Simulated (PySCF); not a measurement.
Species: 1,3-cyclopentadiene, C₅H₆.
Bonds: C1–C2 (double), C2–C3, C3–C4, C4–C5 (double), C1–C5. Hydrogens: H6 on C1; H7 on C2; H8, H9 on C3; H10 on C4; H11 on C5.

Computed with PySCF at CAM-B3LYP/def2-SVPD, non-relativistic, on one gas-phase PBE0-D3(BJ)/def2-SVP geometry that isn't relaxed in the solvent. The solvent is an IEF-PCM continuum (van der Waals radii × 1.2), and excitations are vertical TDDFT with non-equilibrium linear response and a frozen core. Specific hydrogen bonds and non-electrostatic terms are outside this model.

Gas-phase singlets (H = HOMO, L = LUMO):

```csv
state,E (eV),λ (nm),f,leading configurations
S1,5.176,240,0.086,H→L 98%
S2,6.364,195,0.000,H→L+1 97%
S3,6.954,178,0.009,"H-1→L 56%, H→L+6 44%"
S4,7.080,175,0.049,H→L+3 95%
S5,7.151,173,0.000,H→L+2 97%
```

What are the lowest 5 singlets in chloroform (ε = 4.711)?

```csv
state,E (eV),λ (nm),f,leading configurations,change by rank (eV)
S1,5.122,242,0.115,H→L 99%,-0.054
S2,6.376,194,0.000,H→L+1 97%,+0.012
S3,6.952,178,0.018,"H-1→L 59%, H→L+4 41%",-0.002
S4,7.143,174,0.069,H→L+3 95%,+0.063
S5,7.270,171,0.000,H→L+2 98%,+0.119
```

The ground-state energy changes by -0.067 eV from gas to chloroform. By how much does the total energy of gas-phase S1 change?

E(S1) = E(S0) + excitation energy, so it changes by -0.067 − 0.054 = -0.121 eV: it is lowered more than the ground state, which is what a red shift means. This is the vertical state, with the slow part of the continuum still set for S0.

How do the frontier levels move from gas to chloroform?

```json
{"orbital": "LUMO+2", "gas (eV)": "2.28", "solvent (eV)": "2.38", "change (eV)": "+0.10"}
{"orbital": "LUMO+1", "gas (eV)": "1.78", "solvent (eV)": "1.84", "change (eV)": "+0.06"}
{"orbital": "LUMO", "gas (eV)": "0.57", "solvent (eV)": "0.59", "change (eV)": "+0.02"}
{"orbital": "HOMO", "gas (eV)": "-7.63", "solvent (eV)": "-7.64", "change (eV)": "-0.01"}
{"orbital": "HOMO-1", "gas (eV)": "-9.92", "solvent (eV)": "-9.91", "change (eV)": "+0.01"}
{"orbital": "HOMO-2", "gas (eV)": "-11.61", "solvent (eV)": "-11.54", "change (eV)": "+0.07"}
{"orbital": "HOMO-3", "gas (eV)": "-11.61", "solvent (eV)": "-11.54", "change (eV)": "+0.07"}
```

The HOMO–LUMO gap goes from 8.20 to 8.23 eV.
